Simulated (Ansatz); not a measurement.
# P: do energies and stresses tell the same story?

All numbers below come from DFT r2SCAN, scalar-relativistic, plane waves, PAW (Ansatz).

Plane waves to 500 eV, a k mesh through Γ of 12×12×8 on the computed 4-atom cell and Gaussian smearing (0.01 eV); no spin polarisation.

Relaxed cell: Cmce, a = 3.299 Å, b = 11.020 Å, c = 4.558 Å, α = 90.00°, β = 90.00°, γ = 90.00°, 4 atoms in the primitive cell.

Energies at zero smearing and pressures from the stress tensor, at volumes with shape and atoms relaxed:
| V (Å³/atom) | E − E(first) (meV/atom) | P (GPa) |
| --- | --- | --- |
| 19.473 | 0.00 | 1.362 |
| 20.094 | -3.80 | 0.607 |
| 20.716 | -4.90 | -0.005 |
| 21.337 | -3.97 | -0.441 |
| 21.959 | -1.66 | -0.726 |

Q: Check P = −dE/dV between neighbouring volumes, and get the bulk modulus from the pressures alone.

A: With 1 eV/Å³ = 160.2 GPa:
| middle V (Å³/atom) | −ΔE/ΔV (GPa) | mean P (GPa) |
| --- | --- | --- |
| 19.784 | 0.979 | 0.984 |
| 20.405 | 0.284 | 0.301 |
| 21.027 | -0.239 | -0.223 |
| 21.648 | -0.597 | -0.584 |

The two differ by 0.017 GPa at most. The mean of two end pressures misses the average over a step by about ΔV² P″/12, up to 0.014 GPa here; with that taken off 0.004 GPa remains. Around V = 20.716 Å³/atom, the two neighbours give B = −V ΔP/ΔV = 20.716 × 1.048 / 1.243 = 17.5 GPa, against B0 = 17.1 GPa from the Birch–Murnaghan fit of the energies, which describes these points poorly (B0' = 9.8).

The cell holds layers, and where no dispersion correction was added their binding is poorly described.

Cost: 6 runs of about 17 core-minutes in all, on Arm Neoverse V1 (shared hosts).